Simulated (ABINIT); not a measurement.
Runs of ABINIT 10.8.3 (patched build) on Au. The structure is cubic, space group Pm-3m (No. 221). The conventional cell has a = 2.748 Å, b = 2.748 Å, c = 2.748 Å, α = 90.00°, β = 90.00°, γ = 90.00°. Around Au (site symmetry m-3m) lie 6 Au at 2.75 Å. The cell was built by a generator and needn't be a form met in nature.

```csv
level,gap on the mesh (eV),pressure (GPa)
LDA,none,-9.2
r2SCAN,none,-2.6
BLYP,none,8.0
AM05,none,-5.6
SCAN,none,(a)
PBEsol,none,(b)
```

Alike in all rows: task band structure; potentials or basis JTH PAW PBE v2.0; no spin polarisation; cell as given; k mesh 10 × 10 × 10; cutoff (eV) 653; smearing fermi-dirac 0.05 eV.

Task: Fill in the values left out.

Result: (a) -5.4; (b) -5.8.

Caveats: the PAW data sets were made with another functional, which shifts forces and pressure a little; spin-orbit coupling is left out, which moves the levels of the heavy elements.

A k mesh can miss the band edges, and the runs leave out spin-orbit coupling on Au.

A gap of «none» marks a metal or a gap under the smearing width.
